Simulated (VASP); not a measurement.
# TiSi2 (Fddd) in VASP: a series of runs

Aim: see how the results for TiSi2 move with the level of theory and the settings. Levels: PBE, PBE+D3, PBE+D3(BJ). Tasks: single point, relaxation of cell and atoms.

Everything below comes from runs of VASP 6.6.1. Logs are shortened: lines on timing, memory, paths and dates and some standing lists are left out, and cuts for length are marked.

## 1. The crystal as given

The structure is orthorhombic, space group Fddd (No. 70). Conventional cell: a = 4.779 Å, b = 8.235 Å, c = 8.526 Å, α = 90.00°, β = 90.00°, γ = 90.00°. Around Ti (site symmetry 222) lie 10 Si at 2.55 to 2.78 Å. Around Si (site symmetry 2) lie 5 Si at 2.52 to 2.79 Å and 5 Ti at 2.55 to 2.78 Å.

The cell is a database's computed one.

## 2. Single point, PBE

Input file INCAR:

```
SYSTEM = TiSi2
ALGO = Fast
EDIFF = 1E-6
ENCUT = 520
GGA = PE
ISIF = 2
ISMEAR = 0
LASPH = .TRUE.
LCHARG = .FALSE.
LREAL = .FALSE.
LWAVE = .FALSE.
NELM = 60
PREC = Accurate
SIGMA = 0.014
```

Input file KPOINTS:

```
k-points
0
G
  7 7 7
  0 0 0
```

Input file POSCAR:

```
TiSi2
1.0
    0.0000000000      4.1175163063      4.2628978354
    2.3895119538      0.0000000000      4.2628978354
    2.3895119538      4.1175163063      0.0000000000
Ti Si
2 4
Direct
    0.7500000000      0.7500000000      0.7500000000
    0.5000000000      0.5000000000      0.5000000000
    0.4125656100      0.0874343900      0.4125656100
    0.0874343900      0.4125656100      0.0874343900
    0.1625656100      0.8374343900      0.1625656100
    0.8374343900      0.1625656100      0.8374343900
```

Potentials or basis: VASP PAW PBE potentials, release 64 (Ti_sv, Si).

Run with:

```sh
> cat potpaw_PBE.64/Ti_sv/POTCAR potpaw_PBE.64/Si/POTCAR > POTCAR
> mpirun -np 1 vasp_std > vasp.out
```

OUTCAR:

```text
SYSTEM = TiSi2
   EDIFF = 1E-6
   ENCUT = 520
   GGA = PE
   ISIF = 2
   ISMEAR = 0
   LASPH = .TRUE.
   LREAL = .FALSE.
   NELM = 60
   PREC = Accurate

 ion  position               nearest neighbor table
   1  0.750  0.750  0.750-   6 2.55   5 2.55   6 2.55   5 2.55   3 2.74   3 2.74   4 2.74   4 2.74
                             3 2.78   4 2.78
   2  0.500  0.500  0.500-   4 2.55   3 2.55   4 2.55   3 2.55   5 2.74   5 2.74   6 2.74   6 2.74
                             5 2.78   6 2.78
   3  0.413  0.087  0.413-   6 2.52   6 2.52   2 2.55   2 2.55   4 2.68   1 2.74   1 2.74   1 2.78
                             4 2.79   4 2.79
   4  0.087  0.413  0.087-   5 2.52   5 2.52   2 2.55   2 2.55   3 2.68   1 2.74   1 2.74   1 2.78
                             3 2.79   3 2.79
   5  0.163  0.837  0.163-   4 2.52   4 2.52   1 2.55   1 2.55   6 2.68   2 2.74   2 2.74   2 2.78
                             6 2.79   6 2.79
   6  0.837  0.163  0.837-   3 2.52   3 2.52   1 2.55   1 2.55   5 2.68   2 2.74   2 2.74   2 2.78
                             5 2.79   5 2.79

  LATTYP: Found a face centered orthorhombic cell.
 ALAT       =     4.7790239076
 B/A-ratio  =     1.7231620456
 C/A-ratio  =     1.7840035613

  Lattice vectors:

 A1 = (   0.0000000000,   4.1175163063,   4.2628978354)
 A2 = (   2.3895119538,   0.0000000000,   4.2628978354)
 A3 = (   2.3895119538,   4.1175163063,   0.0000000000)

Analysis of symmetry for initial positions (statically):
=====================================================================
 Subroutine PRICEL returns:
 Original cell was already a primitive cell.

 Routine SETGRP: Setting up the symmetry group for a
 face centered orthorhombic supercell.

 Subroutine GETGRP returns: Found  8 space group operations
 (whereof  4 operations were pure point group operations)
 out of a pool of  8 trial point group operations.

The static configuration has the point symmetry D_2 .
 The point group associated with its full space group is D_2h.

Analysis of symmetry for dynamics (positions and initial velocities):
=====================================================================
 Subroutine PRICEL returns:
 Original cell was already a primitive cell.

 Routine SETGRP: Setting up the symmetry group for a
 face centered orthorhombic supercell.

 Subroutine GETGRP returns: Found  8 space group operations
 (whereof  4 operations were pure point group operations)
 out of a pool of  8 trial point group operations.

The dynamic configuration has the point symmetry D_2 .
 The point group associated with its full space group is D_2h.

 Subroutine INISYM returns: Found  8 space group operations
 (whereof  4 operations are pure point group operations),
 and found     1 'primitive' translations

----------------------------------------------------------------------------------------

                                     Primitive cell

  volume of cell :      83.8841

  direct lattice vectors                    reciprocal lattice vectors
     0.000000000  4.117516306  4.262897835    -0.209247750  0.121432427  0.117291106
     2.389511954  0.000000000  4.262897835     0.209247750 -0.121432427  0.117291106
     2.389511954  4.117516306  0.000000000     0.209247750  0.121432427 -0.117291106

  length of vectors
     5.926739280  4.886928006  4.760641544     0.268863643  0.268863643  0.268863643

  position of ions in fractional coordinates (direct lattice)
     0.750000000  0.750000000  0.750000000
     0.500000000  0.500000000  0.500000000
     0.412565610  0.087434390  0.412565610
     0.087434390  0.412565610  0.087434390
     0.162565610  0.837434390  0.162565610
     0.837434390  0.162565610  0.837434390

  ion indices of the primitive-cell ions
   primitive index   ion index
                 1           1
                 2           2
                 3           3
                 4           4
                 5           5
                 6           6

----------------------------------------------------------------------------------------

 KPOINTS: k-points

Automatic generation of k-mesh.
 Grid dimensions read from file:
 generate k-points for:    7    7    7

 Generating k-lattice:

  Cartesian coordinates                     Fractional coordinates (reciprocal lattice)
    -0.029892536  0.017347490  0.016755872     0.142857143  0.000000000  0.000000000
     0.029892536 -0.017347490  0.016755872     0.000000000  0.142857143 -0.000000000
     0.029892536  0.017347490 -0.016755872     0.000000000 -0.000000000  0.142857143

  Length of vectors
     0.038409092  0.038409092  0.038409092

  Shift w.r.t. Gamma in fractional coordinates (k-lattice)
     0.000000000  0.000000000  0.000000000

 Subroutine IBZKPT returns following result:
 ===========================================

 Found     64 irreducible k-points:

 Following reciprocal coordinates:
            Coordinates               Weight
  0.000000  0.000000  0.000000      1.000000
  0.142857  0.000000  0.000000      8.000000
  0.285714  0.000000  0.000000      8.000000
  0.428571  0.000000  0.000000      8.000000
  0.142857  0.142857  0.000000      2.000000
  0.285714  0.142857  0.000000      8.000000
[... 16 lines left out ...]
  0.000000  0.142857  0.142857      2.000000
  0.285714  0.142857  0.142857      4.000000
 [... further k-points ...]
   k-points           NKPTS =     64   k-points in BZ     NKDIM =     64   number of bands    NBANDS=     24
   number of dos      NEDOS =    301   number of ions     NIONS =      6
   total plane-waves  NPLWV =  62208
   dimension x,y,z NGX =    48 NGY =   36 NGZ =   36
   dimension x,y,z NGXF=    96 NGYF=   72 NGZF=   72
   ions per type =               2   4
   NGX,Y,Z   is equivalent  to a cutoff of  13.46, 12.25, 12.57 a.u.
   NGXF,Y,Z  is equivalent  to a cutoff of  26.93, 24.49, 25.14 a.u.
 SYSTEM =  TiSi2
   PREC   = accura    normal or accurate (medium, high low for compatibility)
   ISTART =      0    job   : 0-new  1-cont  2-samecut
   ICHARG =      2    charge: 1-file 2-atom 10-const
   ISPIN  =      1    spin polarized calculation?
   LNONCOLLINEAR =      F non collinear calculations
   LSORBIT =      F    spin-orbit coupling
   LASPH  =      T    aspherical Exc in radial PAW
   ENCUT  =  520.0 eV  38.22 Ry    6.18 a.u.  11.02  9.09  8.85*2*pi/ulx,y,z
   NELM   =     60;   NELMIN=  2; NELMDL= -5     # of ELM steps
   EDIFF  = 0.1E-05   stopping-criterion for ELM
   LREAL  =      F    real-space projection
   EDIFFG = 0.1E-04   stopping-criterion for IOM
   NSW    =      0    number of steps for IOM
   IBRION =     -1    ionic relax: 0-MD 1-quasi-New 2-CG
   NFREE  =      0    steps in history (QN), initial steepest desc. (CG)
   ISIF   =      2    stress and relaxation
   ISYM   =      2    0-nonsym 1-usesym 2-fastsym
   POTIM  = 0.5000    time-step for ionic-motion
   TEBEG  =    0.0;   TEEND  =   0.0 temperature during run
   PSTRESS=    0.0 pullay stress
   NELECT =      40.0000    total number of electrons
   NUPDOWN=      -1.0000    fix difference up-down
   EMIN   =  10.00;   EMAX   =-10.00  energy-range for DOS
   EFERMI =   0.00;   METHOD = LEGACY
   ISMEAR =     0;   SIGMA  =   0.01  broadening in eV -4-tet -1-fermi 0-gaus
   EFERMI_NEDOS =   21; number of points for ismear=-14 and -15
   IALGO  =     68    algorithm
   IMIX   =      4    mixing-type and parameters
     AMIX     =   0.40;   BMIX     =  1.00
     AMIX_MAG =   1.60;   BMIX_MAG =  1.00
  volume/ion in A,a.u.               =      13.98        94.35
  Fermi-wavevector in a.u.,A,eV,Ry     =   1.278994  2.416947 22.256742  1.635824
  Thomas-Fermi vector in A             =   2.411504
   LORBIT       =      0    0 simple, 1 ext, 2 COOP (PROOUT), +10 PAW based schemes
   GGA     = PE    functional components
   LHFCALC =     F    Hartree Fock is set to
   AEXX    =    0.0000 exact exchange contribution
   IVDW    =     0    specifies the selected vdW correction
   LEPSILON=     F    determine dielectric tensor
   LRPA    =     F    only Hartree local field effects (RPA)
 non-spin polarized calculation
 RMM-DIIS sequential band-by-band and
 Gauss-broadening in eV      SIGMA  =   0.01
  energy-cutoff  :      520.00
  volume of cell :       83.88
 maximum number of plane-waves:      2286
 NGX is ok and might be reduce to    48
   NGX = 23   NGY = 19   NGZ = 17

 number of electron      40.0000003 magnetization

 Free energy of the ion-electron system (eV)
  ---------------------------------------------------
  ext. energy  EPLUGINS =         0.00000000
  ---------------------------------------------------
  free energy    TOTEN  =       -40.68188509 eV

  energy without entropy =      -40.68140628  energy(sigma->0) =      -40.68164569

 E-fermi :  10.1857     XC(G=0): -11.7368

 val. band max:       10.1824884342   @ k =  -0.1429   0.1429   0.1429
 cond. band min:      10.1955789782   @ k =  -0.2857   0.1429  -0.0000
 fundamental gap:      0.0130905440
 Fermi energy:        10.1857306863

 k-point     1 :       0.0000    0.0000    0.0000
  band No.  band energies     occupation
      1     -46.0767      2.00000
      2     -46.0482      2.00000
      3     -22.4561      2.00000
      4     -22.4531      2.00000
      5     -22.3625      2.00000
      6     -22.3477      2.00000
[... 16 lines left out ...]
     23      13.4391      0.00000
     24      13.8548      0.00000

 k-point     2 :       0.1429    0.0000    0.0000
  band No.  band energies     occupation
      1     -46.0756      2.00000
      2     -46.0492      2.00000
      3     -22.4571      2.00000
      4     -22.4505      2.00000
      5     -22.3695      2.00000
      6     -22.3479      2.00000
[... 16 lines left out ...]
     23      13.1601      0.00000
     24      13.2836      0.00000

 k-point     3 :       0.2857    0.0000    0.0000
  band No.  band energies     occupation
      1     -46.0728      2.00000
      2     -46.0519      2.00000
      3     -22.4615      2.00000
      4     -22.4410      2.00000
      5     -22.3860      2.00000
      6     -22.3468      2.00000
[... 16 lines left out ...]
     23      12.7449      0.00000
     24      12.8068      0.00000

 k-point     4 :       0.4286    0.0000    0.0000
  band No.  band energies     occupation
      1     -46.0698      2.00000
      2     -46.0547      2.00000
      3     -22.4651      2.00000
      4     -22.4295      2.00000
      5     -22.4036      2.00000
      6     -22.3425      2.00000
[... 16 lines left out ...]
     23      12.0308      0.00000
     24      12.6268      0.00000

 k-point     5 :       0.1429    0.1429    0.0000
  band No.  band energies     occupation
      1     -46.0753      2.00000
      2     -46.0496      2.00000
      3     -22.4536      2.00000
      4     -22.4477      2.00000
      5     -22.3753      2.00000
      6     -22.3454      2.00000
[... 16 lines left out ...]
     23      13.5105      0.00000
     24      13.6185      0.00000

 k-point     6 :       0.2857    0.1429    0.0000
  band No.  band energies     occupation
      1     -46.0730      2.00000
      2     -46.0518      2.00000
      3     -22.4557      2.00000
      4     -22.4366      2.00000
      5     -22.3893      2.00000
      6     -22.3455      2.00000
[... 16 lines left out ...]
     23      12.9402      0.00000
     24      13.0901      0.00000
[... 379 lines left out ...]
 k-point    21 :      -0.2857   -0.0000    0.1429
  band No.  band energies     occupation
      1     -46.0708      2.00000
      2     -46.0538      2.00000
      3     -22.4605      2.00000
      4     -22.4448      2.00000
      5     -22.3867      2.00000
      6     -22.3532      2.00000
[... 16 lines left out ...]
     23      12.3909      0.00000
     24      12.4330      0.00000

 k-point    22 :      -0.1429    0.0000    0.1429
  band No.  band energies     occupation
      1     -46.0739      2.00000
      2     -46.0508      2.00000
      3     -22.4573      2.00000
      4     -22.4518      2.00000
      5     -22.3745      2.00000
      6     -22.3515      2.00000
[... 16 lines left out ...]
     23      12.6439      0.00000
     24      12.7495      0.00000

 k-point    23 :       0.0000    0.1429    0.1429
  band No.  band energies     occupation
      1     -46.0751      2.00000
      2     -46.0496      2.00000
      3     -22.4596      2.00000
      4     -22.4578      2.00000
      5     -22.3623      2.00000
      6     -22.3528      2.00000
[... 16 lines left out ...]
     23      12.5297      0.00000
     24      12.5990      0.00000

 k-point    24 :       0.2857    0.1429    0.1429
  band No.  band energies     occupation
      1     -46.0740      2.00000
      2     -46.0508      2.00000
      3     -22.4596      2.00000
      4     -22.4355      2.00000
      5     -22.3872      2.00000
      6     -22.3427      2.00000
[... 16 lines left out ...]
     23      13.4102      0.00000
     24      13.6084      0.00000

 [... further k-points ...]

------------------------ aborting loop because EDIFF is reached ----------------------------------------

  FORCE on cell =-STRESS in cart. coord.  units (eV):
  Direction    XX          YY          ZZ          XY          YZ          ZX
  --------------------------------------------------------------------------------------
  -------------------------------------------------------------------------------------
  Total        1.2228261      0.3823128      1.5075272      0.0000000      0.0000000      0.0000000
  in kB       23.3558587      7.3021377     28.7936215      0.0000000      0.0000000      0.0000000
  external PRESSURE =      19.8172060 kB  Pullay stress =       0.0000000 kB

 VOLUME and BASIS-vectors are now :
 -----------------------------------------------------------------------------
  energy-cutoff  :      520.00
  volume of cell :       83.88
      direct lattice vectors                 reciprocal lattice vectors
     0.000000000  4.117516306  4.262897835    -0.209247750  0.121432427  0.117291106
     2.389511954  0.000000000  4.262897835     0.209247750 -0.121432427  0.117291106
     2.389511954  4.117516306  0.000000000     0.209247750  0.121432427 -0.117291106

 POSITION                                       TOTAL-FORCE (eV/Angst)
 -----------------------------------------------------------------------------------
      3.58427      6.17627      6.39435         0.000000     -0.000000      0.000000
      2.38951      4.11752      4.26290         0.000000      0.000000     -0.000000
      1.19476      3.39749      2.13145        -0.000000      0.012575      0.000000
      1.19476      0.72003      2.13145        -0.000000     -0.012575      0.000000
      2.38951      1.33873      4.26290         0.000000      0.012575     -0.000000
      2.38951      6.89630      4.26290         0.000000     -0.012575     -0.000000
 -----------------------------------------------------------------------------------
    total drift:                                0.000000     -0.000000      0.000000

  FREE ENERGIE OF THE ION-ELECTRON SYSTEM (eV)
  ---------------------------------------------------
  free  energy   TOTEN  =       -40.6818850947 eV

  energy  without entropy=      -40.6814062802  energy(sigma->0) =      -40.68164569
```

Run time: 3.5 min. Hardware: 1 thread of Intel Xeon 6975P-C (Granite Rapids), shared host; peak memory 0.31 GiB.

What came out:

```yaml
Free_energy: -40.6819 eV
Pressure: 2.0 GPa
Largest_force: 0.013 eV/Å
Band_gap_on_the_k_mesh: none (metal or under the smearing width)
```

Forces in eV/Å, atoms in the order of the input:
```
Ti   0.000  0.000  0.000
Ti   0.000  0.000  0.000
Si   0.000  0.013  0.000
Si   0.000 -0.013  0.000
Si   0.000  0.013  0.000
Si   0.000 -0.013  0.000
```

## 3. Relaxation of cell and atoms, PBE+D3

Input file INCAR:

```
ALGO = Normal
EDIFF = 1E-6
EDIFFG = -0.02
ENCUT = 600
GGA = PE
IBRION = 2
ISIF = 3
ISMEAR = -1
IVDW = 11
LASPH = True
LCHARG = False
LREAL = False
LWAVE = False
NELM = 80
NSW = 40
PREC = Accurate
SIGMA = 0.05
```

Input file KPOINTS:

```
k-points
0
Gamma
  7 7 7
```

POSCAR is that of step 2.

Potentials or basis: VASP PAW PBE potentials, release 64 (Ti_sv, Si).

Run with:

```sh
> cat potpaw_PBE.64/Ti_sv/POTCAR potpaw_PBE.64/Si/POTCAR > POTCAR
> mpirun -np 1 vasp_std > vasp.out
```

It took 4.5 min on 1 thread of Intel Xeon 6975P-C (Granite Rapids), shared host; peak memory 0.37 GiB.

The run converged. Its results:

```yaml
Free_energy: -42.7916 eV
Relaxed_volume: 13.66 Å³/atom
Relaxed_cell: a = 5.880 Å, b = 4.865 Å, c = 4.708 Å, α = 75.77°, β = 53.32°, γ = 50.91°
Space_group_after_relaxing_to_0.05_Å: Fddd (No. 70)
Energy_gained_by_relaxing: 3.7 meV/atom
Ionic_steps: 5
Pressure_after_relaxing: 0.0 GPa
Largest_force_after_relaxing: 0.008 eV/Å
Band_gap_on_the_k_mesh: none (metal or under the smearing width)
Dispersion_energy_per_atom: -0.357 eV
```

Forces in eV/Å, atoms in the order of the input:
```
Ti   0.000  0.000  0.000
Ti   0.000  0.000  0.000
Si   0.000  0.008  0.000
Si   0.000 -0.008  0.000
Si   0.000  0.008  0.000
Si   0.000 -0.008  0.000
```

Step by step:
```
step  energy change (eV)  largest force (eV/Å)  pressure (GPa)  volume (Å³)
   1              0.0000                0.0030           -3.20        83.88
   2             -0.0089                0.0260            2.91        80.54
   3             -0.0211                0.0157            0.15        81.95
   4             -0.0218                0.0053           -0.04        81.98
   5             -0.0219                0.0085            0.01        81.97
```

Final structure:
```cif
data_structure
_symmetry_space_group_name_H-M 'P 1'
_symmetry_Int_Tables_number 1
_cell_length_a 5.8801
_cell_length_b 4.8650
_cell_length_c 4.7085
_cell_angle_alpha 75.769
_cell_angle_beta 53.320
_cell_angle_gamma 50.911
_cell_volume 81.97
loop_
_atom_site_label
_atom_site_type_symbol
_atom_site_fract_x
_atom_site_fract_y
_atom_site_fract_z
_atom_site_occupancy
Ti1 Ti 0.75000 0.75000 0.75000 1
Ti2 Ti 0.50000 0.50000 0.50000 1
Si1 Si 0.41264 0.08736 0.41264 1
Si2 Si 0.08736 0.41264 0.08736 1
Si3 Si 0.16264 0.83736 0.16264 1
Si4 Si 0.83736 0.16264 0.83736 1
```

Levels at points of the mesh, in eV from the Fermi level:
```
           k point  band 17  band 18  band 19  band 20  band 21  band 22  band 23  band 24
(0.00, 0.00, 0.00)    -2.34    -2.06    -1.78    -1.33    -0.94     2.12     3.21     3.51
```

Caveat: pairwise dispersion overbinds metals, which lowers pressure and volume.

(Continued in part 2 of 2.)
